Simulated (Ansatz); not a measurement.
Geometry optimisation in Ansatz: input, command and trajectory.

```yaml
crystal:
  lattice:
    - [3.3268380107, 0.0, 0.0]
    - [0.0, 3.0914485288, 0.0]
    - [0.0, 0.0, 4.3560213886]
  atoms:
    - { symbol: Al, position: [0.5, 0.5, 0.4978117579] }
    - { symbol: Ga, position: [0.0, 0.0, -0.002630189] }
    - { symbol: "N", position: [0.5, 0.0, 0.7407768967] }
    - { symbol: "N", position: [0.0, 0.5, 0.2640415344] }
basis:
  ecutwfc: 500
kpoints:
  mp_grid: { grid: [8, 8, 6] }
hamiltonian:
  xc: r2scan
scf:
  occupations: { method: gaussian, width: 0.02 }
output:
  forces: true
  stress: true
  eigenvalues: true
  write_density: true
  write_potential: true
  elf: true
  volumetric_format: npy
relax:
  adjacent_minimum: "off"
  f_tol: 0.008
  max_steps: 40
  cell: { stress_tol: 0.015, fix: [a, angles] }
```

```bash
ansatz run input.yaml --threads 1 --pin off --max-ram 2560MiB --backend cpu --events-out ev --progress --plain --runs-dir out
```

All numbers below come from DFT r2SCAN, scalar-relativistic, plane waves, PAW (Ansatz 0.2.0).

Of 7 frames 6 are shown, positions in Å and forces in eV/Å; the SCF threshold varies from step to step. Steps run on the plane waves of an earlier cell, with a Pulay correction in the pressure. The basis is chosen afresh for the last frame, the zero of the energies, and at times for earlier ones too; energy and pressure step there, also at an unchanged geometry.

```xyz
4
Lattice="3.3268 0.0000 0.0000 0.0000 3.0914 0.0000 0.0000 0.0000 4.3560" Properties=species:S:1:pos:R:3:forces:R:3 pbc="T T T" step=1 free_energy_over_end_meV_per_atom=7.80 pressure_GPa=-4.94
Al    1.6634    1.5457    2.1685    0.0000    0.0000   -0.2353
Ga    0.0000    0.0000   -0.0115    0.0000    0.0000   -0.2830
N     1.6634    0.0000    3.2268    0.0000    0.0000    0.2816
N     0.0000    1.5457    1.1502    0.0000    0.0000    0.2367
4
Lattice="3.3268 0.0000 0.0000 0.0000 3.1478 0.0000 0.0000 0.0000 4.2798" Properties=species:S:1:pos:R:3:forces:R:3 pbc="T T T" step=2 free_energy_over_end_meV_per_atom=1.35 pressure_GPa=-5.45
Al    1.6634    1.5739    2.1353    0.0000    0.0000   -0.2492
Ga    0.0000    0.0000   -0.0093    0.0000    0.0000   -0.1867
N     1.6634    0.0000    3.1669    0.0000    0.0000    0.2004
N     0.0000    1.5739    1.1268    0.0000    0.0000    0.2355
4
Lattice="3.3268 0.0000 0.0000 0.0000 3.1613 0.0000 0.0000 0.0000 4.2507" Properties=species:S:1:pos:R:3:forces:R:3 pbc="T T T" step=3 free_energy_over_end_meV_per_atom=0.23 pressure_GPa=-5.28
Al    1.6634    1.5807    2.1160    0.0000    0.0000   -0.1073
Ga    0.0000    0.0000   -0.0119    0.0000    0.0000   -0.1011
N     1.6634    0.0000    3.1477    0.0000    0.0000    0.1014
N     0.0000    1.5807    1.1243    0.0000    0.0000    0.1073
4
Lattice="3.3268 0.0000 0.0000 0.0000 3.1621 0.0000 0.0000 0.0000 4.2527" Properties=species:S:1:pos:R:3:forces:R:3 pbc="T T T" step=4 free_energy_over_end_meV_per_atom=0.01 pressure_GPa=-5.54
Al    1.6634    1.5811    2.1132    0.0000    0.0000   -0.0174
Ga    0.0000    0.0000   -0.0173    0.0000    0.0000    0.0311
N     1.6634    0.0000    3.1533    0.0000    0.0000   -0.0001
N     0.0000    1.5811    1.1298    0.0000    0.0000   -0.0130
4
Lattice="3.3268 0.0000 0.0000 0.0000 3.1613 0.0000 0.0000 0.0000 4.2505" Properties=species:S:1:pos:R:3:forces:R:3 pbc="T T T" step=5 free_energy_over_end_meV_per_atom=0.00 pressure_GPa=-5.39
Al    1.6634    1.5807    2.1114    0.0000    0.0000    0.0020
Ga    0.0000    0.0000   -0.0162    0.0000    0.0000   -0.0028
N     1.6634    0.0000    3.1522    0.0000    0.0000   -0.0117
N     0.0000    1.5807    1.1283    0.0000    0.0000    0.0125
4
Lattice="3.3268 0.0000 0.0000 0.0000 3.1615 0.0000 0.0000 0.0000 4.2509" Properties=species:S:1:pos:R:3:forces:R:3 pbc="T T T" step=7 free_energy_over_end_meV_per_atom=0.00 pressure_GPa=-5.42
Al    1.6634    1.5808    2.1116    0.0000    0.0000    0.0021
Ga    0.0000    0.0000   -0.0162    0.0000    0.0000   -0.0018
N     1.6634    0.0000    3.1519    0.0000    0.0000    0.0020
N     0.0000    1.5808    1.1291    0.0000    0.0000   -0.0023
```

Time: 3.9 min on 1 thread of Intel(R) Xeon(R) Processor @ 2.50GHz (Skylake/Cascade Lake), on a shared host, peak memory 0.53 GiB.